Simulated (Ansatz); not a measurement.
# Co: pressure and energy change per atom against volume scale

All results are calculated (Ansatz 0.2.0). Plane-wave DFT, scalar-relativistic PAW made under PBE with cores redone for the functional, no dispersion; the given relaxed cell is scaled uniformly, energy at zero smearing counts from the unscaled cell, pressure at the given Fermi-Dirac smearing is positive in compression.

The cell before it is scaled or strained (space group Pm-3m, No. 221):
```
Co
1.0
      2.3655     0.0000     0.0000
      0.0000     2.3655     0.0000
      0.0000     0.0000     2.3655
Co
1
Direct
  0.00000 0.00000 0.00000
```

Settings of every row: spin polarised yes; functional RPBE; wave cutoff 420 eV; smearing width 0.05 eV; k mesh 15x15x15.

Atom:
```csv
element,starting moment (Bohr magneton)
Co,1.94
```

Limits: search for a lower magnetic state is off; the cell comes from a prototype or a list of computed structures and needn't be the stable phase; with one magnetic atom in the cell only parallel moments are possible.

```csv
row,volume scale,V (Å³/atom),pressure (GPa),energy change per atom (meV),largest site moment (Bohr magneton)
1,0.88,11.648,21.27,95.74,1.75
2,0.92,12.177,?,?,?
3,0.96,12.707,6.09,9.67,1.91
4,1.04,13.766,-4.68,8.01,1.98
5,1.08,14.295,-8.56,30.17,2
6,1.12,14.825,-11.68,64.01,2.02
```

Question: what pressure and energy change per atom should row 2 give?

Worked fit of pressure. Take u = (V_r/V)^(2/3) − 1 with V_r = 13.766 Å³ an atom, which is twice the finite (Eulerian) strain; such expansions in the strain, on which the Birch-Murnaghan equation of state is built, carry the rest volume and the bulk modulus. The shown rows have u = 0.11782, 0.05482, 0, -0.02483, -0.04821. Least squares give pressure = −4.581 + 169.226 × u + 428.29 × u² GPa; a straight line predicts inner rows, each left out in turn, worse (root mean square 1.4 against 0.18 GPa). The rows lie off it by -0.03, 0.11, -0.10, -0.04, 0.06 (root mean square 0.075 GPa). The withheld row has u = 0.0852, so the fit gives −4.581 + 169.226 × (0.0852) + 428.29 × (0.0852)² = 12.95 GPa.

The calculation gave 12.7 GPa. The fit lies 0.25 GPa (2 % of the value, 0.76 % of the column's range) above it; its largest miss of a shown row is 0.11 GPa.

Worked fit of energy change per atom. Take u = (V_r/V)^(2/3) − 1 with V_r = 13.766 Å³ an atom, which is twice the finite (Eulerian) strain; such expansions in the strain, on which the Birch-Murnaghan equation of state is built, carry the rest volume and the bulk modulus. The shown rows have u = 0.11782, 0.05482, 0, -0.02483, -0.04821. Least squares give energy change per atom = 8.2 − 603.82 × u + 11435.53 × u² meV; a straight line predicts inner rows, each left out in turn, worse (root mean square 38 against 0.35 meV). The rows lie off it by -0.06, 0.20, -0.19, -0.07, 0.12 (root mean square 0.14 meV). The withheld row has u = 0.0852, so the fit gives 8.2 − 603.82 × (0.0852) + 11435.53 × (0.0852)² = 39.77 meV.

The calculation gave 41.1 meV. The fit lies 1.33 meV (3.2 % of the value, 1.5 % of the column's range) below it; its largest miss of a shown row is 0.20 meV.

The other values of row 2: largest site moment 1.83 Bohr magneton.
